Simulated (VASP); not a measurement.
# W in VASP: relaxation of the atoms with PBE

Aim: the relaxation of the atoms of W with PBE.

Everything below comes from runs of VASP 6.6.1. Logs are shortened: lines on timing, memory, paths and dates and some standing lists are left out, and cuts for length are marked.

### Step 1. The slab as given

The cell holds a slab with vacuum, 12 atoms: a = 4.503 Å, b = 4.503 Å, c = 25.111 Å, α = 90.00°, β = 90.00°, γ = 120.00°.

The cell was built by a generator and needn't be a form met in nature.

### Step 2. Relaxation of the atoms, PBE

Contents of INCAR:

```
SYSTEM = W
PREC = Accurate ; ENCUT = 520
EDIFF = 1E-6 ; ISMEAR = 1
SIGMA = 0.2 ; LREAL = .False.
LASPH = .True. ; NELM = 100
ALGO = Normal ; ISIF = 2
LWAVE = .False. ; LCHARG = .False.
GGA = PE ; IBRION = 2
NSW = 60 ; EDIFFG = -0.01
KPAR = 8
```

Contents of KPOINTS:

```
Automatic mesh
0
Gamma
  10 10 1
  0 0 0
```

Contents of POSCAR:

```
W
1.0
    4.5028559826      0.0000000000      0.0000000000
   -2.2514279913      3.8995876705      0.0000000000
    0.0000000000      0.0000000000     25.1105579140
W
12
Direct
    0.3333333333      0.6666666667      0.2986791463
    0.0000000000      0.0000000000      0.3352829379
    0.6666666667      0.3333333333      0.3718867294
    0.3333333333      0.6666666667      0.4084905210
    0.0000000000      0.0000000000      0.4450943126
    0.6666666667      0.3333333333      0.4816981042
    0.3333333333      0.6666666667      0.5183018958
    0.0000000000      0.0000000000      0.5549056874
    0.6666666667      0.3333333333      0.5915094790
    0.3333333333      0.6666666667      0.6281132706
    0.0000000000      0.0000000000      0.6647170621
    0.6666666667      0.3333333333      0.7013208537
```

Potentials or basis: VASP PAW PBE potentials, release 64 (W_sv).

Command:

```sh
$ cat potpaw_PBE.64/W_sv/POTCAR > POTCAR
$ mpirun -np 8 vasp_std > vasp.out
```

OUTCAR:

```text
SYSTEM = W
   PREC = Accurate
   ENCUT = 520
   EDIFF = 1E-6
   ISMEAR = 1
   LREAL = .False.
   LASPH = .True.
   NELM = 100
   ISIF = 2
   GGA = PE
   IBRION = 2
   NSW = 60
   EDIFFG = -0.01

 ion  position               nearest neighbor table
   1  0.333  0.667  0.299-   4 2.76   2 2.76   2 2.76   2 2.76   3 3.18   3 3.18   3 3.18
   2  0.000  0.000  0.335-   5 2.76   3 2.76   3 2.76   3 2.76   1 2.76   1 2.76   1 2.76   4 3.18
                             4 3.18   4 3.18
   3  0.667  0.333  0.372-   2 2.76   2 2.76   2 2.76   4 2.76   4 2.76   4 2.76   6 2.76   1 3.18
                             1 3.18   1 3.18   5 3.18   5 3.18   5 3.18
   4  0.333  0.667  0.408-   1 2.76   3 2.76   3 2.76   5 2.76   5 2.76   5 2.76   3 2.76   7 2.76
                             2 3.18   2 3.18   2 3.18   6 3.18   6 3.18   6 3.18
   5  0.000  0.000  0.445-   2 2.76   4 2.76   6 2.76   4 2.76   6 2.76   6 2.76   4 2.76   8 2.76
                             3 3.18   7 3.18   3 3.18   7 3.18   3 3.18   7 3.18
   6  0.667  0.333  0.482-   7 2.76   5 2.76   7 2.76   5 2.76   5 2.76   7 2.76   3 2.76   9 2.76
                             4 3.18   4 3.18   8 3.18   8 3.18   8 3.18   4 3.18
   7  0.333  0.667  0.518-   6 2.76   8 2.76   6 2.76   8 2.76   8 2.76   6 2.76  10 2.76   4 2.76
                             9 3.18   5 3.18   9 3.18   5 3.18   5 3.18   9 3.18
   8  0.000  0.000  0.555-  11 2.76   9 2.76   7 2.76   7 2.76   9 2.76   9 2.76   7 2.76   5 2.76
                            10 3.18   6 3.18  10 3.18   6 3.18  10 3.18   6 3.18
   9  0.667  0.333  0.592-  12 2.76  10 2.76  10 2.76   8 2.76   8 2.76   8 2.76  10 2.76   6 2.76
                            11 3.18  11 3.18  11 3.18   7 3.18   7 3.18   7 3.18
  10  0.333  0.667  0.628-  11 2.76  11 2.76  11 2.76   9 2.76   9 2.76   9 2.76   7 2.76  12 3.18
                            12 3.18  12 3.18   8 3.18   8 3.18   8 3.18
  11  0.000  0.000  0.665-   8 2.76  10 2.76  10 2.76  10 2.76  12 2.76  12 2.76  12 2.76   9 3.18
                             9 3.18   9 3.18
  12  0.667  0.333  0.701-   9 2.76  11 2.76  11 2.76  11 2.76  10 3.18  10 3.18  10 3.18

  LATTYP: Found a hexagonal cell.
 ALAT       =     4.5028559826
 C/A-ratio  =     5.5765847300

  Lattice vectors:

 A1 = (   4.5028559826,   0.0000000000,   0.0000000000)
 A2 = (  -2.2514279913,   3.8995876705,   0.0000000000)
 A3 = (   0.0000000000,   0.0000000000,  25.1105579140)

Analysis of symmetry for initial positions (statically):
=====================================================================
 Subroutine PRICEL returns:
 Original cell was already a primitive cell.

 Routine SETGRP: Setting up the symmetry group for a
 hexagonal supercell.

 Subroutine GETGRP returns: Found 12 space group operations
 (whereof 12 operations were pure point group operations)
 out of a pool of 24 trial point group operations.

The static configuration has the point symmetry D_3d.

Analysis of symmetry for dynamics (positions and initial velocities):
=====================================================================
 Subroutine PRICEL returns:
 Original cell was already a primitive cell.

 Routine SETGRP: Setting up the symmetry group for a
 hexagonal supercell.

 Subroutine GETGRP returns: Found 12 space group operations
 (whereof 12 operations were pure point group operations)
 out of a pool of 24 trial point group operations.

The dynamic configuration has the point symmetry D_3d.

 Subroutine INISYM returns: Found 12 space group operations
 (whereof 12 operations are pure point group operations),
 and found     1 'primitive' translations

----------------------------------------------------------------------------------------

                                     Primitive cell

  volume of cell :     440.9234

  direct lattice vectors                    reciprocal lattice vectors
     4.502855983  0.000000000  0.000000000     0.222081275  0.128218684  0.000000000
    -2.251427991  3.899587670  0.000000000     0.000000000  0.256437368  0.000000000
     0.000000000  0.000000000 25.110557914     0.000000000  0.000000000  0.039823886

  length of vectors
     4.502855983  4.502855983 25.110557914     0.256437368  0.256437368  0.039823886

  position of ions in fractional coordinates (direct lattice)
     0.333333333  0.666666667  0.298679146
     0.000000000  0.000000000  0.335282938
     0.666666667  0.333333333  0.371886729
     0.333333333  0.666666667  0.408490521
     0.000000000  0.000000000  0.445094313
     0.666666667  0.333333333  0.481698104
     0.333333333  0.666666667  0.518301896
[... 57 lines left out ...]
  0.300000  0.100000  0.000000     12.000000
  0.400000  0.100000  0.000000     12.000000
  0.200000  0.200000  0.000000      6.000000
  0.300000  0.200000  0.000000     12.000000
  0.400000  0.200000  0.000000      6.000000
  0.300000  0.300000  0.000000      6.000000
   k-points           NKPTS =     14   k-points in BZ     NKDIM =     14   number of bands    NBANDS=    100
   number of dos      NEDOS =    301   number of ions     NIONS =     12
   total plane-waves  NPLWV = 248832
   dimension x,y,z NGX =    36 NGY =   36 NGZ =  192
   dimension x,y,z NGXF=    72 NGYF=   72 NGZF=  384
   ions per type =              12
   NGX,Y,Z   is equivalent  to a cutoff of  13.29, 13.29, 12.71 a.u.
   NGXF,Y,Z  is equivalent  to a cutoff of  26.58, 26.58, 25.42 a.u.
 SYSTEM =  W
   PREC   = accura    normal or accurate (medium, high low for compatibility)
   ISTART =      0    job   : 0-new  1-cont  2-samecut
   ICHARG =      2    charge: 1-file 2-atom 10-const
   ISPIN  =      1    spin polarized calculation?
   LNONCOLLINEAR =      F non collinear calculations
   LSORBIT =      F    spin-orbit coupling
   LASPH  =      T    aspherical Exc in radial PAW
   ENCUT  =  520.0 eV  38.22 Ry    6.18 a.u.   8.37  8.37 46.69*2*pi/ulx,y,z
   NELM   =    100;   NELMIN=  2; NELMDL= -5     # of ELM steps
   EDIFF  = 0.1E-05   stopping-criterion for ELM
   LREAL  =      F    real-space projection
   EDIFFG = -.1E-01   stopping-criterion for IOM
   NSW    =     60    number of steps for IOM
   IBRION =      2    ionic relax: 0-MD 1-quasi-New 2-CG
   NFREE  =      1    steps in history (QN), initial steepest desc. (CG)
   ISIF   =      2    stress and relaxation
   ISYM   =      2    0-nonsym 1-usesym 2-fastsym
   POTIM  = 0.5000    time-step for ionic-motion
   TEBEG  =    0.0;   TEEND  =   0.0 temperature during run
   PSTRESS=    0.0 pullay stress
   NELECT =     168.0000    total number of electrons
   NUPDOWN=      -1.0000    fix difference up-down
   EMIN   =  10.00;   EMAX   =-10.00  energy-range for DOS
   EFERMI =   0.00;   METHOD = LEGACY
   ISMEAR =     1;   SIGMA  =   0.20  broadening in eV -4-tet -1-fermi 0-gaus
   EFERMI_NEDOS =   21; number of points for ismear=-14 and -15
   IALGO  =     38    algorithm
   IMIX   =      4    mixing-type and parameters
     AMIX     =   0.40;   BMIX     =  1.00
     AMIX_MAG =   1.60;   BMIX_MAG =  1.00
  volume/ion in A,a.u.               =      36.74       247.96
  Fermi-wavevector in a.u.,A,eV,Ry     =   1.186835  2.242792 19.164847  1.408577
  Thomas-Fermi vector in A             =   2.322999
   LORBIT       =      0    0 simple, 1 ext, 2 COOP (PROOUT), +10 PAW based schemes
   GGA     = PE    functional components
   LHFCALC =     F    Hartree Fock is set to
   AEXX    =    0.0000 exact exchange contribution
   IVDW    =     0    specifies the selected vdW correction
   LEPSILON=     F    determine dielectric tensor
   LRPA    =     F    only Hartree local field effects (RPA)
 conjugate gradient relaxation of ions
 non-spin polarized calculation
 Methfessel and Paxton  Order N= 1 SIGMA  =   0.20
  energy-cutoff  :      520.00
  volume of cell :      440.92
 maximum number of plane-waves:     11939
 NGX is ok and might be reduce to    36
   NGX = 17   NGY = 17   NGZ = 93

--------------------------------------- Ionic step        1  -------------------------------------------

 number of electron     167.9999987 magnetization

 Free energy of the ion-electron system (eV)
  ---------------------------------------------------
  ext. energy  EPLUGINS =         0.00000000
  ---------------------------------------------------
  free energy    TOTEN  =      -146.67402763 eV

  energy without entropy =     -146.64488693  energy(sigma->0) =     -146.66431406

------------------------ aborting loop because EDIFF is reached ----------------------------------------

  FORCE on cell =-STRESS in cart. coord.  units (eV):
  Direction    XX          YY          ZZ          XY          YZ          ZX
  --------------------------------------------------------------------------------------
  -------------------------------------------------------------------------------------
  Total      -12.5830345    -12.5830345    -13.0816815      0.0000000      0.0000000      0.0000000
  in kB      -45.7228048    -45.7228048    -47.5347315      0.0000000      0.0000000      0.0000000
  external PRESSURE =     -46.3267804 kB  Pullay stress =       0.0000000 kB
[... 119 lines left out ...]
  FREE ENERGIE OF THE ION-ELECTRON SYSTEM (eV)
  ---------------------------------------------------
  free  energy   TOTEN  =      -147.5259970468 eV

  energy  without entropy=     -147.5316493666  energy(sigma->0) =     -147.52788115

[... ionic steps 4 to 15 ...]

--------------------------------------- Ionic step       16  -------------------------------------------

 number of electron     167.9999979 magnetization

------------------------ aborting loop because EDIFF is reached ----------------------------------------
[... 87 lines left out ...]
--------------------------------------- Ionic step       18  -------------------------------------------

 number of electron     167.9999979 magnetization

 Free energy of the ion-electron system (eV)
  ---------------------------------------------------
  ext. energy  EPLUGINS =         0.00000000
  ---------------------------------------------------
  free energy    TOTEN  =      -147.73516449 eV

  energy without entropy =     -147.75371776  energy(sigma->0) =     -147.74134891

 E-fermi :   2.5670     XC(G=0):  -6.7963

 val. band max:        2.5571335555   @ k =   0.5000   0.0000   0.0000
 cond. band min:       2.5749834028   @ k =   0.3000   0.3000   0.0000
 fundamental gap:      0.0178498473
 Fermi energy:         2.5669973434

 k-point     1 :       0.0000    0.0000    0.0000
  band No.  band energies     occupation
      1     -71.5313      2.00000
      2     -71.5096      2.00000
      3     -71.4880      2.00000
      4     -71.4650      2.00000
      5     -71.4196      2.00000
      6     -71.3775      2.00000
[... 1375 lines left out ...]
     95       4.0855     -0.00000
     96       4.1309     -0.00000
 [bands above 96 left out]

------------------------ aborting loop because EDIFF is reached ----------------------------------------

  FORCE on cell =-STRESS in cart. coord.  units (eV):
  Direction    XX          YY          ZZ          XY          YZ          ZX
  --------------------------------------------------------------------------------------
  -------------------------------------------------------------------------------------
  Total       -3.7262717     -3.7262717     -0.1244876     -0.0000000      0.0000000      0.0000000
  in kB      -13.5401037    -13.5401037     -0.4523489     -0.0000000      0.0000000      0.0000000
  external PRESSURE =      -9.1775188 kB  Pullay stress =       0.0000000 kB
[... 27 lines left out ...]
  FREE ENERGIE OF THE ION-ELECTRON SYSTEM (eV)
  ---------------------------------------------------
  free  energy   TOTEN  =      -147.7351644876 eV

  energy  without entropy=     -147.7537177572  energy(sigma->0) =     -147.74134891

 reached required accuracy - stopping structural energy minimisation
```

Run time: 17 min. Hardware: 8 MPI ranks of AMD EPYC 9R45 (Zen 5), shared host; peak memory 0.83 GiB.

What came out:

- Free energy: -147.7352 eV
- Energy gained by relaxing: 88.4 meV/atom
- Ionic steps: 18
- Largest force after relaxing: 0.007 eV/Å
- Band gap on the k mesh: none (metal or under the smearing width)

Forces in eV/Å, atoms in the order of the input:
```
W    0.000  0.000 -0.007
W    0.000  0.000  0.002
W    0.000  0.000  0.003
W    0.000  0.000  0.002
W    0.000  0.000 -0.001
W    0.000  0.000  0.000
W    0.000  0.000  0.000
W    0.000  0.000  0.001
W    0.000  0.000 -0.002
W    0.000  0.000 -0.003
W    0.000  0.000 -0.002
W    0.000  0.000  0.007
```

The path:
```
step  energy change (eV)  largest force (eV/Å)  pressure (GPa)
   1              0.0000                2.6388           -4.63
   2             -0.7340                1.1818           -3.21
   3             -0.8520                1.2272           -2.00
   4             -0.8536                1.0653           -2.16
   5             -1.0180                0.5120           -1.68
   6             -1.0257                0.4918           -1.52
   7             -1.0511                0.1393           -1.59
   8             -1.0511                0.1364           -1.59
   9             -1.0553                0.1093           -1.39
  10             -1.0566                0.1364           -1.22
  11             -1.0596                0.0600           -1.10
  12             -1.0604                0.0490           -1.02
  13             -1.0604                0.0550           -1.01
  14             -1.0611                0.0165           -0.93
  15             -1.0611                0.0174           -0.93
  16             -1.0611                0.0184           -0.92
  17             -1.0611                0.0166           -0.92
  18             -1.0611                0.0070           -0.92
```

Final structure:
```
CELL_PARAMETERS angstrom
4.50286 0.00000 0.00000
-2.25143 3.89959 0.00000
0.00000 0.00000 25.11056
ATOMIC_POSITIONS crystal
W 0.33333 0.66667 0.30939
W 0.00000 0.00000 0.33839
W 0.66667 0.33333 0.36610
W 0.33333 0.66667 0.40921
W 0.00000 0.00000 0.44364
W 0.66667 0.33333 0.48105
W 0.33333 0.66667 0.51895
W 0.00000 0.00000 0.55636
W 0.66667 0.33333 0.59079
W 0.33333 0.66667 0.63390
W 0.00000 0.00000 0.66161
W 0.66667 0.33333 0.69061
```

Levels at points of the mesh, in eV from the Fermi level:
| k point | band 80 | band 81 | band 82 | band 83 | band 84 | band 85 | band 86 | band 87 | band 88 | band 89 |
| --- | --- | --- | --- | --- | --- | --- | --- | --- | --- | --- |
| (0.00, 0.00, 0.00) | -0.98 | -0.98 | -0.91 | -0.91 | -0.71 | 0.32 | 1.55 | 1.64 | 1.68 | 1.68 |
| (0.50, 0.00, 0.00) | -0.99 | -0.97 | -0.39 | -0.34 | -0.01 | 0.24 | 0.41 | 0.71 | 0.86 | 1.20 |

Spin-orbit coupling is left out, which matters for the levels of W.
